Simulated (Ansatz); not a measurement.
# Relaxing In$_{17}$Se$_{18}$

Theory: DFT PBE+D3(BJ), scalar-relativistic, plane waves, PAW (Ansatz 0.2.0). (420 eV cutoff, 2×2×2 k-mesh, shifted by half a step, Gaussian smearing of 0.01 eV, collinear spin)

What was changed: In vacancy (site i), charge -3, atoms relaxed at the host's cell.

The starting moments were lost, and the run ended without a moment.

In a supercell of 35 atoms the defect feels its periodic images.

Command:

```bash
ansatz run input.yaml --threads 4 --pin off --max-ram 10240MiB --backend cpu --events-out ev --progress --plain --runs-dir out
```

Input:

```yaml
crystal:
  lattice:
    - [-7.5547291031, 6.2077916238, 4.181604138]
    - [7.5547291031, 6.2077916238, -4.181604138]
    - [-2.7303854996, -6.2077916238, -8.4158940354]
  atoms:
    - { symbol: In, position: [0.7867984087, 0.6308596344, 0.0836673363] }
    - { symbol: In, position: [0.7848867484, 0.2901497263, 0.741172274] }
    - { symbol: In, position: [0.4447916663, 0.9673849508, 0.7522537107] }
    - { symbol: In, position: [0.4555742953, 0.6213032892, 0.4001978923] }
    - { symbol: In, position: [0.4690287341, 0.315704337, 0.10174794] }
    - { symbol: In, position: [0.1200509992, 0.9667143656, 0.1017832994] }
    - { symbol: In, position: [0.1186762998, 0.641210733, 0.7521609217] }
    - { symbol: In, position: [0.1128303466, 0.2785680912, 0.4001849279] }
    - { symbol: In, position: [0.5533506069, 0.3771408559, 0.5965494334] }
    - { symbol: In, position: [0.5260752563, 0.0090449008, 0.1993145849], spin: 0.5 }
    - { symbol: In, position: [0.550658153, 0.7098408972, 0.9266412281] }
    - { symbol: In, position: [0.2127285311, 0.3643756422, 0.9188096579] }
    - { symbol: In, position: [0.2000271063, 0.0401563577, 0.5930856045] }
    - { symbol: In, position: [0.220407689, 0.7062749514, 0.2593780145] }
    - { symbol: In, position: [0.887088868, 0.3729653676, 0.2593448981] }
    - { symbol: In, position: [0.8883510929, 0.0399475688, 0.9187570328] }
    - { symbol: In, position: [0.8868521983, 0.7269493066, 0.5930742592] }
    - { symbol: Se, position: [0.0221389682, 0.6711129293, 0.3592678896] }
    - { symbol: Se, position: [0.0171264507, 0.3400604967, 0.0233040639] }
    - { symbol: Se, position: [-0.0127258574, 0.0140454229, 0.665655998], spin: 0.5 }
    - { symbol: Se, position: [0.680704944, 0.6728712763, 0.6873794964] }
    - { symbol: Se, position: [0.6880513965, 0.3106986526, 0.3549369699] }
    - { symbol: Se, position: [0.684367123, 0.0079788796, 0.0312329043] }
    - { symbol: Se, position: [0.3570946497, 0.6806830782, 0.0311745474] }
    - { symbol: Se, position: [0.3484196571, 0.3405859848, 0.6873642721] }
    - { symbol: Se, position: [0.3782312687, 0.000884417, 0.3549451303] }
    - { symbol: Se, position: [0.3170776807, 0.6683233363, 0.6514991693] }
    - { symbol: Se, position: [0.3222458993, 0.3244581556, 0.3127483072] }
    - { symbol: Se, position: [0.2890150212, 1.0034585642, 0.9585530666] }
    - { symbol: Se, position: [0.9843584732, 0.6649894495, 0.9829818305] }
    - { symbol: Se, position: [0.9887354568, 0.3411358907, 0.6507518869] }
    - { symbol: Se, position: [0.9946297547, 0.9878899943, 0.3011973198], spin: 0.5 }
    - { symbol: Se, position: [0.6478974297, 0.6414312942, 0.3023975742], spin: 0.5 }
    - { symbol: Se, position: [0.6519411779, 0.3325849944, 0.9829591264] }
    - { symbol: Se, position: [0.6434360821, 0.9959027922, 0.6507919955] }
  host:
    lattice:
      - [5.9466145686, -2.0692638746, 0.0175619198]
      - [5.9466145686, 2.0692638746, 0.0175619198]
      - [-1.6081145345, 0.0, 4.1991660578]
    atoms:
      - { symbol: In, position: [0.8848553014, 0.8848553014, 0.019339262] }
      - { symbol: In, position: [0.1151446986, 0.1151446986, 0.980660738] }
      - { symbol: Se, position: [0.6529406066, 0.6529406066, 0.6335435965] }
      - { symbol: Se, position: [0.3470593934, 0.3470593934, 0.3664564035] }
total_charge: -3
basis:
  ecutwfc: 420
  xc_grid: 2
kpoints:
  mp_grid: { grid: [2, 2, 2], shift: [0.5, 0.5, 0.5] }
hamiltonian:
  xc: pbe
  dispersion: d3bj
scf:
  occupations: { method: gaussian, width: 0.01 }
output:
  forces: true
  stress: false
  eigenvalues: true
  populations: true
  charged_corrections:
    defect_position: [0.78181137, 0.95517201, 0.40365005]
    epsilon:
      - [28.4656, 0.0, -1.7933]
      - [0.0, 23.955, 0.0]
      - [-1.7933, 0.0, 16.1641]
  write_density: true
  write_potential: true
  elf: true
  volumetric_format: npy
magnetization:
  spin_polarized: true
relax:
  adjacent_minimum: "off"
  f_tol: 0.025
  max_steps: 45
```

F is the free energy.

Steps:

```tsv
step	F − F(1) (eV)	largest force component (eV/Å)
1	0.0000	0.684
2	-0.2405	0.524
3	-0.3893	0.352
4	-0.5080	0.318
5	-0.5942	0.116
6	-0.6328	0.056
7	-0.6372	0.069
8	-0.6513	0.274
9	-0.6519	0.138
10	-0.6918	0.054
11	-0.6961	0.035
12	-0.6986	0.020
13	-0.6989	0.008
```

Relaxed structure:

```yaml
crystal:
  lattice:
    - [-7.55473, 6.20779, 4.18160]
    - [7.55473, 6.20779, -4.18160]
    - [-2.73039, -6.20779, -8.41589]
  atoms:
    - { symbol: In, position: [0.77912, 0.63065, 0.07573] }
    - { symbol: In, position: [0.78242, 0.28735, 0.73574] }
    - { symbol: In, position: [0.43906, 0.96534, 0.73973] }
    - { symbol: In, position: [0.44832, 0.62148, 0.39149] }
    - { symbol: In, position: [0.45080, 0.28048, 0.07927] }
    - { symbol: In, position: [0.13283, 0.96252, 0.07929] }
    - { symbol: In, position: [0.10843, 0.63472, 0.73974] }
    - { symbol: In, position: [0.10405, 0.27722, 0.39149] }
    - { symbol: In, position: [0.54924, 0.37375, 0.58895] }
    - { symbol: In, position: [0.64215, 0.00732, 0.31543] }
    - { symbol: In, position: [0.54548, 0.71585, 0.92730] }
    - { symbol: In, position: [0.21729, 0.36534, 0.92086] }
    - { symbol: In, position: [0.19391, 0.04081, 0.58575] }
    - { symbol: In, position: [0.22259, 0.72236, 0.27019] }
    - { symbol: In, position: [0.88186, 0.38162, 0.27018] }
    - { symbol: In, position: [0.88957, 0.03762, 0.92087] }
    - { symbol: In, position: [0.87898, 0.72588, 0.58576] }
    - { symbol: Se, position: [0.01241, 0.67694, 0.35532] }
    - { symbol: Se, position: [0.01439, 0.33625, 0.01660] }
    - { symbol: Se, position: [0.99713, 0.01517, 0.67826] }
    - { symbol: Se, position: [0.67299, 0.67027, 0.67961] }
    - { symbol: Se, position: [0.68434, 0.33998, 0.36021] }
    - { symbol: Se, position: [0.68274, 0.00908, 0.01499] }
    - { symbol: Se, position: [0.33995, 0.66629, 0.01499] }
    - { symbol: Se, position: [0.34337, 0.34065, 0.67961] }
    - { symbol: Se, position: [0.35428, 0.00990, 0.36021] }
    - { symbol: Se, position: [0.31353, 0.66688, 0.64637] }
    - { symbol: Se, position: [0.31644, 0.32582, 0.30822] }
    - { symbol: Se, position: [0.33200, 0.99019, 0.98816] }
    - { symbol: Se, position: [0.98429, 0.66255, 0.98362] }
    - { symbol: Se, position: [0.98633, 0.33467, 0.64627] }
    - { symbol: Se, position: [0.97367, 0.99143, 0.30359] }
    - { symbol: Se, position: [0.64620, 0.66397, 0.30359] }
    - { symbol: Se, position: [0.65511, 0.33336, 0.98361] }
    - { symbol: Se, position: [0.64565, 0.99398, 0.64627] }
```

The run converged. The run took 8.4 min on 4 threads of AMD EPYC 9R45 96-Core Processor (Zen 5), with other jobs on the host, peak memory 5.7 GiB.